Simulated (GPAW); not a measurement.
AgBr:

```
CELL_PARAMETERS angstrom
0.00000 2.87015 2.87015
2.87015 0.00000 2.87015
2.87015 2.87015 0.00000
ATOMIC_POSITIONS crystal
Ag 0.00000 0.00000 0.00000
Br 0.50000 0.50000 0.50000
```

Base run:

- Program: GPAW 26.7.0
- Functional: PBEsol
- Potentials or basis: PAW data sets generated in the run's folder for this functional
- Cutoff: 600 eV
- Basis: pw
- k mesh: 8 × 8 × 8
- Occupations: fermi-dirac, width 0.05 eV
- Spin: no spin polarisation
- Hubbard terms: Ag d U = 5 eV

Its results: band gap on the k mesh 1.36 eV, indirect (least direct gap 2.66 eV); pressure -0.5 GPa.

Problem. After a change of settings the same cell gave: band gap on the k mesh 1.04 eV, indirect (least direct gap 2.59 eV); pressure -0.9 GPa. Which change was it?
A. hubbard terms from Ag d U = 5 eV to none
B. hubbard terms from Ag d U = 5 eV to Ag d U = 6 eV
C. hubbard terms from Ag d U = 5 eV to Ag d U = 3 eV

Solution. C.
